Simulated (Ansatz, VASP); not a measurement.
## MgTe: VASP beside Ansatz

```
Mg Te
1.0
     4.54000    0.00000    0.00000
    -2.27000    3.93176    0.00000
     0.00000    0.00000    7.39500
Mg Te
2 2
Direct
  0.33333 0.66667 0.00000
  0.66667 0.33333 0.50000
  0.33333 0.66667 0.33957
  0.66667 0.33333 0.83957
```

Change from the starting cell: all Te atoms moved +0.225 Å, as atom 3 towards its neighbour atom 1 (Mg) at 2.736 Å.

Alike in both runs: task single point; functional LDA; k mesh 9 × 9 × 4; occupations gaussian, width 0.05 eV; no spin polarisation.

|  | VASP | Ansatz |
| --- | --- | --- |
| version | VASP 6.6.1 | Ansatz 0.2.0 |
| potentials or method | VASP PAW LDA potentials, release 64 (Mg, Te) | scalar-relativistic, plane waves, PAW |
| plane-wave cutoff (eV) | 520 | 420 |
| valence electrons in the cell | 16 | 52 |

|  | VASP | Ansatz | Ansatz less VASP |
| --- | --- | --- | --- |
| gap on the k mesh at the Fermi level (eV) | 2.16 | 2.14 | -0.023 |
| least direct gap on the mesh (eV) | 2.16 | 2.14 | -0.023 |
| pressure (GPa) | 0.4 | 0.4 | +0.02 |
| largest component of the traceless stress (GPa) | 5.82 | 5.72 | -0.094 |
| rms of the force components (eV/Å) | 1.038 | 1.024 | -0.0139 |

Atom by atom the forces differ by 0.014 eV/Å (rms over components). The two sets of potentials don't hold the same shells in valence.

Caveats: spin-orbit coupling is left out, which moves the levels of the heavy elements; forces of over 1 eV/Å show positions far from the minimum, so gaps and moduli don't describe the material at rest.
